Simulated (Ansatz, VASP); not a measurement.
# One calculation of Ru, two programs

Contents of INCAR:

```
  PREC = Accurate
  ENCUT = 520
  EDIFF = 1E-6
  ISMEAR = 0
  SIGMA = 0.15
  LREAL = False
  LASPH = True
  NELM = 100
  ALGO = Fast
  ISIF = 2
  LWAVE = False
  LCHARG = False
  GGA = PS
  NBANDS = 21
```

Contents of KPOINTS:

```
Automatic mesh
0
Gamma
  21 21 12
```

The input POSCAR:

```
Ru
1.0
    2.7767806423      0.0000000000      0.0000000000
   -1.3883903211      2.4047625770      0.0000000000
    0.0000000000      0.0000000000      4.1174103365
Ru
2
Direct
    0.3333333333      0.6666666667      0.2500000000
    0.6666666667      0.3333333333      0.7500000000
```

Input for Ansatz:

```yaml
crystal:
  lattice:
    - [2.7767806423, 0.0, 0.0]
    - [-1.3883903211, 2.404762577, 0.0]
    - [0.0, 0.0, 4.1174103365]
  atoms:
    - { symbol: Ru, position: [0.3333333333, 0.6666666667, 0.25] }
    - { symbol: Ru, position: [0.6666666667, 0.3333333333, 0.75] }
basis:
  ecutwfc: 420
kpoints:
  mp_grid: { grid: [21, 21, 12] }
hamiltonian:
  xc: pbesol
  pseudopotentials: { kind: paw, azcp: { folder: soft_1 } }
scf:
  occupations: { method: gaussian, width: 0.15 }
output:
  forces: true
  stress: true
  eigenvalues: true
```

Alike in both runs: task single point; functional PBEsol; k mesh 21 × 21 × 12; occupations gaussian, width 0.15 eV; no spin polarisation.

|  | VASP | Ansatz |
| --- | --- | --- |
| version | VASP 6.6.1 | Ansatz 0.2.0 |
| potentials or method | VASP PAW PBE potentials, release 64 (Ru_pv) | scalar-relativistic, plane waves, PAW |
| plane-wave cutoff (eV) | 520 | 420 |
| valence electrons in the cell | 28 | 32 |

Ansatz gave:

| Item | Value |
| --- | --- |
| gap on the k mesh at the Fermi level (eV) | none |
| pressure (GPa) | -7.9 |
| largest component of the traceless stress (GPa) | 17.11 |

**Question.** Estimate VASP's values.

**Answer.** gap on the k mesh at the Fermi level (eV): none; pressure (GPa): -8.0; largest component of the traceless stress (GPa): 17.07.

A gap of «none» marks a metal or a gap that the smearing closes. The functional is the same, so the differences come from potentials, cutoffs and numerics. The two sets of potentials don't hold the same shells in valence. Ansatz warned: «pseudo_functional_mismatch».

Caveats: the PAW data sets were made with another functional, which shifts forces and pressure a little (VASP).
